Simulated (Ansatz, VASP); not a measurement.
InAs: VASP beside Ansatz

```
In As
1.0
     0.00000    3.07719    3.07719
     3.07719    0.00000    3.07719
     3.07719    3.07719    0.00000
In As
1 1
Direct
  0.00000 0.00000 0.00000
  0.75000 0.75000 0.75000
```

Change from the starting cell: volume scaled by 1.06.

Alike in both runs: task single point; functional PBE; k mesh 8 × 8 × 8; occupations fermi-dirac, width 0.05 eV; no spin polarisation.

|  | VASP | Ansatz |
| --- | --- | --- |
| version | VASP 6.6.1 | Ansatz 0.2.0 |
| potentials or method | VASP PAW PBE potentials, release 64 (In_d, As), cutoff 520 eV | all-electron LAPW, scalar-relativistic |

```tsv
	VASP	Ansatz	Ansatz less VASP
gap on the k mesh at the Fermi level (eV)	none	none	-
pressure (GPa)	0.8	0.8	-0.04
```

A gap of «none» marks a metal or a gap that the smearing closes. Ansatz ran all-electron here, so the differences hold the error of VASP's frozen core and of both bases.
